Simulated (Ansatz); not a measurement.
**Mo (hcp type): how the settings move a relaxation**

Aim: see which settings change the result for Mo (hcp type), by how much, and at what cost.

Method: reference: DFT, PBE, PAW with Ansatz's default frozen-core files, scalar-relativistic, in Ansatz 0.2.0.

## Step 1: The starting structure

Symmetry: P6_3/mmc, No. 194, hexagonal system. Conventional cell: a = 2.643 Å, b = 2.643 Å, c = 4.688 Å, α = 90.00°, β = 90.00°, γ = 120.00°. Around Mo (site symmetry -6m2) lie 12 Mo at 2.64 to 2.80 Å.

As a file:

```
Mo
1.0
     2.64301    0.00000    0.00000
    -1.32150    2.28891    0.00000
     0.00000    0.00000    4.68781
Mo
2
Direct
  0.33333 0.66667 0.25000
  0.66667 0.33333 0.75000
```

## Step 2: The reference run

File input.yaml:

```yaml
crystal:
  lattice:
    - [2.6430082734, 0.0, 0.0]
    - [-1.3215041367, 2.2889123072, 0.0]
    - [0.0, 0.0, 4.6878080023]
  atoms:
    - { symbol: Mo, position: [0.3333333333, 0.6666666667, 0.25] }
    - { symbol: Mo, position: [0.6666666667, 0.3333333333, 0.75] }
kpoints:
  mp_grid: { grid: [15, 15, 8] }
scf:
  occupations: { method: fermi_dirac, width: 0.08 }
hamiltonian:
  xc: pbe
  pseudopotentials: { kind: paw }
output:
  forces: true
  stress: true
  write_density: true
  write_potential: true
  elf: true
  volumetric_format: npy
relax:
  f_tol: 0.005
  max_steps: 30
  cell: { stress_tol: 0.06, fix: [volume] }
```

Launch:

```bash
ansatz run input.yaml --threads 1 --pin off --max-ram 2048MiB --backend cpu --events-out ev --progress --plain --runs-dir out
```

## Step 3: Variant: eigensolver.kind davidson, xc rpbe, basis.precision f64

Changes to input.yaml since step 2:

```diff
@@ -12,4 +12,5 @@
   occupations: { method: fermi_dirac, width: 0.08 }
+  eigensolver: { kind: davidson }
 hamiltonian:
-  xc: pbe
+  xc: rpbe
   pseudopotentials: { kind: paw }
@@ -18,6 +19,2 @@
   stress: true
-  write_density: true
-  write_potential: true
-  elf: true
-  volumetric_format: npy
 relax:
@@ -26 +23,3 @@
   cell: { stress_tol: 0.06, fix: [volume] }
+basis:
+  precision: f64
```

## Step 4: Changed: occupations.method methfessel_paxton, occupations.width 0.2

Changes to input.yaml since step 2:

```diff
@@ -11,3 +11,3 @@
 scf:
-  occupations: { method: fermi_dirac, width: 0.08 }
+  occupations: { method: methfessel_paxton, width: 0.2 }
 hamiltonian:
@@ -18,6 +18,2 @@
   stress: true
-  write_density: true
-  write_potential: true
-  elf: true
-  volumetric_format: npy
 relax:
```

**Question.** What will these runs give? Wanted: for each run, ending; energy change; pressure; gap; force.

**Answer**, as computed:

```csv
run,ending,energy change,pressure (GPa),gap (eV),force (eV/Å),cycles,time
reference,converged,0,38.8,0.00,0.00,32,16 s
"1: eigensolver.kind davidson, xc rpbe, basis.precision f64",converged,not comparable,42.6,0.00,0.00,30,17 s
"2: occupations.method methfessel_paxton, occupations.width 0.2",converged,-0.1 meV/atom (σ→0),38.9,0.00,0.00,24,16 s
```

Times don't compare one to one where runs were asked for different outputs or read a saved state (see the inputs); cycles may leave out searches for a lower state.

What this shows: «occupations.method methfessel_paxton, occupations.width 0.2» moves the energy by -0.1 meV/atom. The structure is not at rest: the sound run finds 39 GPa, so these are no properties of the relaxed crystal. 
